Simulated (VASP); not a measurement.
**AgCl: single point with PBE**

**What was measured.**

A printed reference work, data compilation reports, for a bulk crystal of AgCl: band gap 3.249 eV (indirect).

Crystal: AgCl.

```
Ag Cl
1.0
     0.00000    2.80454    2.80454
     2.80454    0.00000    2.80454
     2.80454    2.80454    0.00000
Ag Cl
1 1
Direct
  0.00000 0.00000 0.00000
  0.50000 0.50000 0.50000
```

The cell is a database's computed one.

* Program: VASP 6.6.1
* Task: single point
* Functional: PBE
* Potentials or basis: VASP PAW PBE potentials, release 64 (Ag, Cl)
* Cutoff: 520 eV
* k mesh: 8 × 8 × 8
* Occupations: gaussian, width 0.02 eV
* Spin: no spin polarisation

```json
{
 "Pressure": "-0.1 GPa",
 "Band gap on the k mesh": "0.92 eV, indirect (least direct gap 3.08 eV)"
}
```

Levels at points of the mesh, in eV from the valence-band top:
```csv
k point,band 7,band 8,band 9,band 10,band 11,band 12
"(0.00, 0.00, 0.00)",-2.18,-2.18,-2.18,0.92,10.87,10.87
"(0.50, 0.00, 0.00)",-1.67,0.00,0.00,4.33,6.35,7.73
"(0.50, 0.50, 0.00)",-1.86,-1.86,-1.80,2.44,8.07,8.53
```

Wall time 10 s on 1 thread of AMD EPYC 9R45 96-Core Processor (Zen 5), with other jobs on the host, peak memory 0.14 GiB.

A measured gap of AgCl is 3.249 eV (indirect; a printed reference work, data compilation); the calculated 0.92 eV misses it by -2.33 eV. So large a miss can be the level of theory's own, or it may mean another phase, state or a wrong row. Spin-orbit coupling on Ag is left out. The value is that of PBE on a finite k mesh, which can miss the band edges, without temperature or zero-point motion. Semilocal functionals fall short of measured gaps as a rule. The cell is a database's relaxed one, not the measured one, which moves gaps too.
